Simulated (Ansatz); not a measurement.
# Kick test of a cell of Si

The cell was found from a structure generator's guess, not taken from experiment.

These are results of DFT PBE, scalar-relativistic, plane waves, PAW in Ansatz, not measurements. Cutoff 420 eV; k points 6×6×14 on the computed 6-atom cell (Γ-centred); Gaussian smearing, width 0.10 eV; no spin polarisation.

The cell below (6 atoms, space group P4/mbm (No. 127)) is relaxed within its symmetry.

```
Si
1.0
     6.35993    0.00000    0.00000
     0.00000    6.35993    0.00000
     0.00000    0.00000    2.54304
Si
6
Direct
  0.13367 0.36633 0.00000
  0.36633 0.86633 0.00000
  0.86633 0.63367 0.00000
  0.63367 0.13367 0.00000
  0.00000 0.00000 0.00000
  0.50000 0.50000 0.00000
```

For the test a repeat of it with 12 atoms (edges 5.09, 6.36, 6.36 Å) was strained at random (σ = 1.5 % a component), the atoms were moved at random (σ = 0.10 Å), and all was relaxed again on a coarse 4×4×4 mesh (in the run’s order of axes) with 0.20 eV smearing, with no symmetry imposed.

Task: Does it come back?

Result: It doesn't return. The energy falls by 20 meV/atom on that mesh, the volume changes by -2.9 %, and the end has space group Pmma (No. 51) at a loose tolerance. Relaxed again on a 6×14×6 mesh with 0.10 eV smearing, the new structure lies 12 meV/atom below the first (mesh in the axes of the run's cell; the cell below is made exact in the group named). Space group Pmma (No. 51), orthorhombic, a = 6.614 Å, b = 2.516 Å, c = 6.035 Å. Si on a site of symmetry mm2 has 6 Si at 2.47–2.62 Å; Si on a site of symmetry m is surrounded by 6 Si at 2.47–2.62 Å.

```xyz
6
Lattice="6.6143 0.0000 0.0000 0.0000 2.5156 0.0000 0.0000 0.0000 6.0346" Properties=species:S:1:pos:R:3 pbc="T T T"
Si    4.9607    0.0000    0.4453
Si    6.2263    0.0000    4.1906
Si    2.9192    0.0000    1.8440
Si    1.6536    0.0000    5.5893
Si    3.6952    0.0000    4.1906
Si    0.3880    0.0000    1.8440
```
